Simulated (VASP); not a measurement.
# NaI (R-3m) in VASP: settings compared, part 2 of 2

VASP 6.6.1.

## 3. Single point, HSE06 (epitaxial_111 strain +3.6%)

POSCAR

```
NaI
1.0
    4.0526221405     -0.1333738751     -0.1333738751
   -0.1333738751      4.0526221405     -0.1333738751
   -0.1333738751     -0.1333738751      4.0526221405
Na I
1 1
Direct
    0.0000000000      0.0000000000      0.0000000000
    0.5000000000      0.5000000000      0.5000000000
```

INCAR.step1

```
SYSTEM = NaI
ALGO     = Normal         ! electronic algorithm
EDIFF    = 1E-5           ! SCF threshold, eV
ENCUT    = 520            ! plane-wave cutoff, eV
GGA      = PE             ! functional
ISIF     = 2              ! what is computed and relaxed
ISMEAR   = 0              ! smearing method
LASPH    = .TRUE.         ! aspherical terms in the spheres
LREAL    = .FALSE.        ! projectors in reciprocal space
LWAVE    = .TRUE.         ! write WAVECAR
NBANDS   = 14             ! bands
NELM     = 100            ! most SCF steps
PREC     = Accurate       ! precision mode
SIGMA    = 0.01           ! smearing width, eV
```

INCAR.step2

```
SYSTEM = NaI
ALGO     = Normal         ! electronic algorithm
EDIFF    = 1E-6           ! SCF threshold, eV
ENCUT    = 520            ! plane-wave cutoff, eV
GGA      = PE             ! functional
HFSCREEN = 0.2079         ! screening, 1/A
ISIF     = 2              ! what is computed and relaxed
ISMEAR   = 0              ! smearing method
ISTART   = 1            
LASPH    = .TRUE.         ! aspherical terms in the spheres
LCHARG   = .TRUE.         ! write CHGCAR
LELF     = .TRUE.         ! ELF
LHFCALC  = .TRUE.         ! exact exchange
LREAL    = .FALSE.        ! projectors in reciprocal space
LVHAR    = .TRUE.       
LWAVE    = .FALSE.        ! write WAVECAR
NBANDS   = 14             ! bands
NELM     = 100            ! most SCF steps
PREC     = Accurate       ! precision mode
PRECFOCK = Normal       
SIGMA    = 0.01           ! smearing width, eV
```

KPOINTS

```
k-points
0
G
  4 4 4
  0 0 0
```

Potentials or basis: VASP PAW PBE potentials, release 64 (Na_pv, I).

Launch:

```console
cat potpaw_PBE.64/Na_pv/POTCAR potpaw_PBE.64/I/POTCAR > POTCAR
cp INCAR.step1 INCAR
mpirun -np 1 vasp_std > vasp.out
cp INCAR.step2 INCAR
mpirun -np 1 vasp_std > vasp.out
```

OUTCAR:

```text
SYSTEM = NaI
   EDIFF = 1E-6
   ENCUT = 520
   GGA = PE
   HFSCREEN = 0.2079
   ISIF = 2
   ISMEAR = 0
   ISTART = 1
   LASPH = .TRUE.
   LHFCALC = .TRUE.
   LREAL = .FALSE.
   NELM = 100
   PREC = Accurate
   PRECFOCK = Normal

 ion  position               nearest neighbor table
   1  0.000  0.000  0.000-
   2  0.500  0.500  0.500-

  LATTYP: Found a trigonal (rhomboedric) cell.
 ALAT       =     4.0570091687
 COS(alpha) =    -0.0645979924

  Lattice vectors:

 A1 = (   4.0526221405,  -0.1333738751,  -0.1333738751)
 A2 = (  -0.1333738751,   4.0526221405,  -0.1333738751)
 A3 = (  -0.1333738751,  -0.1333738751,   4.0526221405)

Analysis of symmetry for initial positions (statically):
=====================================================================
 Subroutine PRICEL returns:
 Original cell was already a primitive cell.

 Routine SETGRP: Setting up the symmetry group for a
 trigonal (rhombohedral) supercell.

 Subroutine GETGRP returns: Found 12 space group operations
 (whereof 12 operations were pure point group operations)
 out of a pool of 12 trial point group operations.

The static configuration has the point symmetry D_3d.

[... 170 lines left out ...]
      5       0.3280      2.00000
      6       0.6821      2.00000
      7       0.6821      2.00000
      8       4.5123      0.00000
      9       7.8416      0.00000
     10       7.8416      0.00000
     11      13.1799      0.00000
     12      13.1799      0.00000
     13      13.8433      0.00000
     14      14.2116      0.00000
[... 190 lines left out ...]
      1     -24.8835      2.00000
      2     -24.8835      2.00000
      3     -24.8710      2.00000
      4     -10.5850      2.00000
      5      -1.0389      2.00000
      6      -1.0389      2.00000
      7      -0.8799      2.00000
      8       6.1663      0.00000
      9       6.1664      0.00000
     10       6.8848      0.00000
     11       9.0908      0.00000
     12      15.6891      0.00000
     13      15.6891      0.00000
     14      17.0358      0.00000

------------------------ aborting loop because EDIFF is reached ----------------------------------------

  FORCE on cell =-STRESS in cart. coord.  units (eV):
  Direction    XX          YY          ZZ          XY          YZ          ZX
  --------------------------------------------------------------------------------------
  -------------------------------------------------------------------------------------
  Total        0.0938395      0.0938395      0.0938395     -0.0422803     -0.0422803     -0.0422803
  in kB        2.2663781      2.2663781      2.2663781     -1.0211387     -1.0211387     -1.0211387
  external PRESSURE =       2.2663781 kB  Pullay stress =       0.0000000 kB

 VOLUME and BASIS-vectors are now :
 -----------------------------------------------------------------------------
  energy-cutoff  :      520.00
  volume of cell :       66.34
      direct lattice vectors                 reciprocal lattice vectors
     4.052622140 -0.133373875 -0.133373875     0.247307771  0.008416001  0.008416001
    -0.133373875  4.052622140 -0.133373875     0.008416001  0.247307771  0.008416001
    -0.133373875 -0.133373875  4.052622140     0.008416001  0.008416001  0.247307771

 POSITION                                       TOTAL-FORCE (eV/Angst)
 -----------------------------------------------------------------------------------
      0.00000      0.00000      0.00000         0.000000     -0.000000      0.000000
      1.89294      1.89294      1.89294        -0.000000      0.000000      0.000000
 -----------------------------------------------------------------------------------
    total drift:                                0.000000      0.000001     -0.000000

  FREE ENERGIE OF THE ION-ELECTRON SYSTEM (eV)
  ---------------------------------------------------
  free  energy   TOTEN  =        -5.9181908380 eV

  energy  without entropy=       -5.9181908380  energy(sigma->0) =       -5.91819084
```

OSZICAR.step1:

```text
N       E                     dE             d eps       ncg     rms          rms(c)
DAV:   1     0.847393196277E+02    0.84739E+02   -0.65691E+03   364   0.916E+02
DAV:   2     0.169634001730E+01   -0.83043E+02   -0.77654E+02   376   0.218E+02
DAV:   3    -0.502645323141E+01   -0.67228E+01   -0.66786E+01   472   0.603E+01
DAV:   4    -0.518675583459E+01   -0.16030E+00   -0.16027E+00   468   0.978E+00
DAV:   5    -0.518919018983E+01   -0.24344E-02   -0.24342E-02   472   0.114E+00    0.189E+00
DAV:   6    -0.508306234256E+01    0.10613E+00   -0.94672E-02   440   0.182E+00    0.125E+00
DAV:   7    -0.505561387571E+01    0.27448E-01   -0.93909E-02   468   0.161E+00    0.653E-01
DAV:   8    -0.505639388741E+01   -0.78001E-03   -0.68525E-03   388   0.669E-01    0.147E-01
DAV:   9    -0.505631263872E+01    0.81249E-04   -0.20892E-04   472   0.138E-01    0.446E-02
DAV:  10    -0.505633662171E+01   -0.23983E-04   -0.64939E-05   400   0.766E-02    0.121E-02
DAV:  11    -0.505633661531E+01    0.64042E-08   -0.88562E-06   442   0.295E-02
   1 F= -.50563366E+01 E0= -.50563366E+01  d E =-.132176E-15
```

It took 2.9 min on 1 thread of AMD EPYC 9R45 (Zen 5), shared host; peak memory 0.25 GiB.

Results:

| Quantity | Value |
| --- | --- |
| Free energy | -5.9182 eV |
| Pressure | 0.2 GPa |
| Band gap on the k mesh | 3.30 eV, indirect (least direct gap 3.79 eV) |

Stress tensor (GPa, compression positive):
```
 0.23 -0.10 -0.10
-0.10  0.23 -0.10
-0.10 -0.10  0.23
```

Caveat: the PAW data sets were made with another functional, which shifts forces and pressure a little; spin-orbit coupling is left out, which moves the levels of the heavy elements.

## 4. Single point, r2SCAN (uniaxial_x strain +1.9%)

POSCAR

```
NaI
1.0
    4.1156906771      0.0000000000      0.0000000000
    0.0000000000      4.0405366946      0.0000000000
    0.0000000000      0.0000000000      4.0405366946
Na I
1 1
Direct
    0.0000000000      0.0000000000      0.0000000000
    0.5000000000      0.5000000000      0.5000000000
```

INCAR.step1

```
SYSTEM = NaI
  PREC = Accurate
  ENCUT = 520
  ISMEAR = 0
  SIGMA = 0.01
  LREAL = .False.
  LASPH = .True.
  NELM = 100
  NBANDS = 14
  GGA = PE
  ALGO = Normal
  EDIFF = 1E-4
  LWAVE = .True.
  LCHARG = .False.
```

INCAR.step2

```
SYSTEM = NaI
  PREC = Accurate
  ENCUT = 520
  EDIFF = 1E-6
  ISMEAR = 0
  SIGMA = 0.01
  LREAL = .False.
  LASPH = .True.
  NELM = 100
  ALGO = Normal
  ISIF = 2
  LWAVE = .False.
  LCHARG = .False.
  METAGGA = R2SCAN
  LMIXTAU = .True.
  NBANDS = 14
  ISTART = 1
```

KPOINTS

```
Automatic mesh
0
Gamma
  6 6 6
  0 0 0
```

Launch:

```console
cat potpaw_PBE.64/Na_pv/POTCAR potpaw_PBE.64/I/POTCAR > POTCAR
cp INCAR.step1 INCAR
mpirun -np 1 vasp_std > vasp.out
cp INCAR.step2 INCAR
mpirun -np 1 vasp_std > vasp.out
```

Wall time 36 s (1 thread of AMD EPYC 9R45 (Zen 5), shared host); peak memory 0.16 GiB.

Results (log left out):

```yaml
Free_energy: -30.7256 eV
Pressure: -0.4 GPa
Band_gap_on_the_k_mesh: 2.99 eV, indirect (least direct gap 3.33 eV)
```

Stress tensor (GPa, compression positive):
```
-1.02  0.00  0.00
 0.00 -0.08  0.00
 0.00  0.00 -0.08
```

Levels at points of the mesh, in eV from the valence-band top:
```csv
k point,band 4,band 5,band 6,band 7,band 8,band 9,band 10,band 11
"(0.00, 0.00, 0.00)",-12.15,-0.80,-0.63,-0.63,2.99,6.05,6.18,11.95
"(0.50, 0.00, 0.00)",-11.84,-3.24,-0.34,-0.34,5.31,7.03,7.66,8.53
"(0.00, 0.50, 0.00)",-11.80,-3.25,-0.46,-0.30,5.23,7.04,7.66,8.28
"(0.50, 0.50, 0.00)",-11.54,-2.65,-2.58,0.00,3.33,7.68,8.91,9.01
"(0.00, 0.50, 0.50)",-11.50,-2.60,-2.60,-0.12,3.41,7.53,8.83,8.83
"(0.50, 0.50, 0.50)",-11.24,-2.16,-2.16,-2.09,4.65,4.65,4.66,7.47
```

Caveat: the PAW data sets were made with another functional, which shifts forces and pressure a little; spin-orbit coupling is left out, which moves the levels of the heavy elements. A k mesh can miss the band edges.

## 5. Overview

```tsv
level	cell	k mesh	smearing	exchange at q = 0	grid for exact exchange (PRECFOCK)	screening parameter	gap on the mesh (eV)	pressure (GPa)
PBE	epitaxial_111 strain +3.6%	6 × 6 × 6	fermi-dirac 0.02 eV	-	-	-	2.37	0.3
HSE06	epitaxial_111 strain +3.6%	4 × 4 × 4	gaussian 0.01 eV	truncated	Normal	0.2079 1/A	3.30	0.2
r2SCAN	uniaxial_x strain +1.9%	6 × 6 × 6	gaussian 0.01 eV	-	-	-	2.99	-0.4
```

Alike in all rows: task single point; potentials or basis VASP PAW PBE potentials, release 64 (Na_pv, I); no spin polarisation; cutoff (eV) 520.

Caveats: spin-orbit coupling is left out, which moves the levels of the heavy elements; the PAW data sets were made with another functional, which shifts forces and pressure a little (some runs).

Absolute energies hang on the potentials; compare differences alone.
